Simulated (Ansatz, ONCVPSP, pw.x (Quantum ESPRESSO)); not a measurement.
N: one change to the ONCV potential, in the atom and in the bcc crystal

ONCVPSP 4.0.1.1 (patched build) input, shortened (lines: element, Z, core and valence counts, functional; n l f; lmax; l rc ep ncon nbas qcut; lloc lpopt rc5 dvloc0; l nproj debl; icmod fcfact rcfact), PBE, scalar-relativistic:

```
  N 7.00    1    2        4      upf
    1    0    2.00
    2    0    2.00
    2    1    3.00
    2
    0    1.10    0.00    4    8    7.50
    1    2.60    0.00    4    7    5.50
    2    2.50    0.04    4    8    3.90
    0    5    1.10    0.00
    0    0    3.70
    1    2    1.50
    2    2    3.00
    0    0.00    0.00
```

Change: d: qcut 2.7.

Cutoffs, loose and tight: the cutoffs (Ha) at which the residual kinetic energy of the hardest occupied pseudo-wave falls to 1 and 0.1 mHa per electron. They do not see the model core or the augmentation charge, which bear on the density cutoff. Test errors are all-electron minus pseudo excitation energies from the reference, over the configurations 2s2 2p2; 2s2 2p1; 2s2 2p0; 2s0 2p5; variants that change the core or the reference have their own tests.

Crystal test: bcc N in pw.x 7.5, no spin, 18³ k-points, Fermi–Dirac smearing 0.01 Ry, cutoffs set for each file from its atomic test. The reference is all-electron LAPW (Ansatz 0.2.0) with the same functional, mesh and smearing; V0 and B0 come from Birch–Murnaghan fits to the pressures at five volumes. Errors are pseudo minus all-electron; Δ is the rms difference of the E(V) curves that follow from these fits, minima aligned, over ±6 % about the mean V0. Mesh and smearing are coarse, so the numbers serve the comparison and aren't converged zero-temperature values; the lattice is a test structure that the element need not adopt. Spin polarisation is left out.

All-electron: a0 = 2.438 Å (V0 = 7.24 Å³/atom), B0 = 184.8 GPa.

Problem. Does the change bring the crystal closer to the all-electron result?

Solution. The mean pressure error goes from +1.12 to +3.47 GPa, so the change moves the solid further from the all-electron pressures.

| quantity | base | changed |
| --- | --- | --- |
| outcome (atom) | generated | generated |
| cutoff, loose (atom) | 24 Ha | 24 Ha |
| cutoff, tight (atom) | 48 Ha | 48 Ha |
| bound ghosts (atom) | none | none |
| largest test error (meV) (atom) | +4354 | +4354 |
| cutoffs in pw.x (Ry) | 115/460 | 115/460 |
| a0 (Å) | 2.443 | 2.453 |
| a0 error (%) | +0.22 | +0.64 |
| B0 error (%) | -4.9 | -4.3 |
| Δ (meV/atom) | 1.8 | 5.5 |
| mean pressure error (GPa) | +1.12 | +3.47 |

Base: The largest radius (2.60 bohr) exceeds half the bond length (2.00 bohr), so the spheres overlap, which is one possible source of error among others. Changed file: The largest radius (2.60 bohr) exceeds half the bond length (2.00 bohr), so the spheres overlap, which is one possible source of error among others. This is a poor potential for the solid.
